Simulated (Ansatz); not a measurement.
**Cu under changes of volume**

One of the cells (11.810 Å³/atom); the others are scaled copies at fixed shape and fractional positions:

```
Cu
1.0
     0.00000    1.80750    1.80750
     1.80750    0.00000    1.80750
     1.80750    1.80750    0.00000
Cu
1
Direct
  0.00000 0.00000 0.00000
```

| Item | Value |
| --- | --- |
| Program | Ansatz 0.2.0 |
| Functional | rPW86-PBE |
| Potentials or basis | Ansatz PAW |
| Cutoff | 420 eV (not typed: the program's choice for these potentials) |
| k mesh | 13 × 13 × 13 |
| Occupations | fermi-dirac, width 0.05 eV |
| Spin | no spin polarisation |

| volume (Å³/atom) | energy over the lowest point (meV/atom) | pressure (GPa) |
| --- | --- | --- |
| 11.102 | 80.76 | 20.4 |
| 11.338 | 53.99 | 16.0 |
| 11.574 | 33.34 | 12.1 |
| 11.810 | ? | ? |
| 12.047 | 7.90 | 5.4 |
| 12.283 | 2.00 | 2.6 |
| 12.519 | 0.00 | 0.1 |

Task: What does the run at 11.810 Å³/atom give?

Result: Energy over the lowest point 18.18 meV/atom; pressure 8.6 GPa.

Worked out: A Birch-Murnaghan fit of order 3 (a polynomial in V^(-2/3)) to the other rows has its minimum at 12.53 Å³/atom, just outside them, with B0 = V·E''(V) = 124 GPa and B' = 5.0. It gives 18.20 meV/atom at 11.810 Å³/atom, against the run's 18.18, and -dE/dV = 8.6 GPa, against 8.6.

Energies are extrapolated to zero smearing.

Caveats: the PAW data sets come from PBE, with cores solved anew for the run's functional, which leaves a small shift of forces and pressure.
